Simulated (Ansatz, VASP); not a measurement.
# CoSi: VASP beside Ansatz

The input INCAR:

```
  PREC = Accurate
  ENCUT = 520
  EDIFF = 1E-7
  ISMEAR = 0
  SIGMA = 0.05
  LREAL = F
  LASPH = T
  NELM = 100
  ALGO = Normal
  ISIF = 2
  LWAVE = F
  LCHARG = F
  GGA = PE
  NBANDS = 36
```

Contents of KPOINTS:

```
Automatic mesh
0
Gamma
  8 8 8
```

Contents of POSCAR:

```
CoSi
1.0
    4.4307937177      0.0000000000      0.0000000000
    0.0000000000      4.4307937177      0.0000000000
    0.0000000000      0.0000000000      4.4307937177
Co Si
4 4
Direct
    0.1450289809      0.1450289809      0.1450289809
    0.3549710191      0.8549710191      0.6450289809
    0.6450289809      0.3549710191      0.8549710191
    0.8549710191      0.6450289809      0.3549710191
    0.8431659221      0.8431659221      0.8431659221
    0.6568340779      0.1568340779      0.3431659221
    0.3431659221      0.6568340779      0.1568340779
    0.1568340779      0.3431659221      0.6568340779
```

Input for Ansatz:

```yaml
crystal:
  lattice:
    - [4.4307937177, 0.0, 0.0]
    - [0.0, 4.4307937177, 0.0]
    - [0.0, 0.0, 4.4307937177]
  atoms:
    - { symbol: Co, position: [0.1450289809, 0.1450289809, 0.1450289809] }
    - { symbol: Co, position: [0.3549710191, 0.8549710191, 0.6450289809] }
    - { symbol: Co, position: [0.6450289809, 0.3549710191, 0.8549710191] }
    - { symbol: Co, position: [0.8549710191, 0.6450289809, 0.3549710191] }
    - { symbol: Si, position: [0.8431659221, 0.8431659221, 0.8431659221] }
    - { symbol: Si, position: [0.6568340779, 0.1568340779, 0.3431659221] }
    - { symbol: Si, position: [0.3431659221, 0.6568340779, 0.1568340779] }
    - { symbol: Si, position: [0.1568340779, 0.3431659221, 0.6568340779] }
basis:
  ecutwfc: 420
  ecutrho_ratio: 4
kpoints:
  mp_grid: { grid: [8, 8, 8] }
  band_path:
    path:
      - [[0.0, 0.0, 0.0], [0.0, 0.5, 0.0], [0.5, 0.5, 0.0], [0.0, 0.0, 0.0], [0.5, 0.5, 0.5], [0.0, 0.5, 0.0]]
      - [[0.5, 0.5, 0.5], [0.5, 0.5, 0.0], [0.5, 0.0, 0.0]]
    npoints: 14
hamiltonian:
  xc: pbe
scf:
  occupations: { method: gaussian, width: 0.05 }
  n_extra_bands: 28
output:
  forces: true
  stress: true
  eigenvalues: true
  populations: true
  dos: { projected: true, de: 0.02, nscf_kmesh: { grid: [12, 12, 12] } }
  bader: true
```

Alike in both runs: task single point; functional PBE; k mesh 8 × 8 × 8; occupations gaussian, width 0.05 eV; no spin polarisation.

```csv
,VASP,Ansatz
version,VASP 6.6.1,Ansatz 0.2.0
potentials or method,"VASP PAW PBE potentials, release 64 (Co, Si)","scalar-relativistic, plane waves, PAW"
plane-wave cutoff (eV),520,420
valence electrons in the cell,52,84
```

Ansatz gave:

```
gap on the k mesh at the Fermi level (eV) : none
pressure (GPa)                            : 0.0
```

Task: Estimate VASP's values.

Result: gap on the k mesh at the Fermi level (eV): none; pressure (GPa): -0.1.

A gap of «none» marks a metal or a gap that the smearing closes. With one functional, cell and mesh, what is left measures potentials, basis and numerics. The two sets of potentials don't hold the same shells in valence.

Spin polarisation is off, so any magnetic state and its effect on volume and gap are missing.
